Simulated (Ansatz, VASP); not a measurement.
## Sc in VASP and in Ansatz

The input INCAR:

```
SYSTEM = Sc
  PREC = Accurate
  ENCUT = 520
  EDIFF = 1E-6
  ISMEAR = 1
  SIGMA = 0.1
  LREAL = .False.
  LASPH = .True.
  NELM = 80
  ALGO = Normal
  ISIF = 2
  LWAVE = .False.
  LCHARG = .False.
  GGA = PE
  NBANDS = 18
```

KPOINTS

```
Automatic mesh
0
Gamma
  10 10 6
  0 0 0
```

The input POSCAR:

```
Sc
1.0
    3.3949862445      0.0000000000      0.0000000000
   -1.6974931223      2.9401442706      0.0000000000
    0.0000000000      0.0000000000      5.4103296958
Sc
2
Direct
    0.3333333333      0.6666666667      0.2500000000
    0.6666666667      0.3333333333      0.7500000000
```

Input for Ansatz:

```yaml
crystal:
  lattice:
    - [3.394986244531914, 0.0, 0.0]
    - [-1.697493122265957, 2.94014427055235, 0.0]
    - [0.0, 0.0, 5.410329695766135]
  atoms:
    - { symbol: Sc, position: [0.3333333333333333, 0.6666666666666666, 0.25] }
    - { symbol: Sc, position: [0.6666666666666666, 0.3333333333333333, 0.75] }
basis:
  ecutwfc: 420.0
kpoints:
  mp_grid:
    grid: [10, 10, 6]
hamiltonian:
  xc: pbe
  pseudopotentials:
    kind: paw
scf:
  convergence:
    dr2_threshold: 1.0e-10
  occupations:
    method: cold
output:
  stress: true
```

Alike in both runs: task single point; functional PBE; k mesh 10 × 10 × 6; no spin polarisation.

```csv
,VASP,Ansatz
version,VASP 6.6.1,Ansatz 0.2.0
potentials or method,"VASP PAW PBE potentials, release 64 (Sc_sv)","plane waves, PAW"
plane-wave cutoff (eV),520,420
occupations,"methfessel-paxton of order 1, width 0.1 eV",cold
valence electrons in the cell,22,22
```

|  | VASP | Ansatz | Ansatz less VASP |
| --- | --- | --- | --- |
| pressure (GPa) | -4.2 | -4.2 | -0.01 |
| largest component of the traceless stress (GPa) | 0.84 | 0.83 | -0.009 |
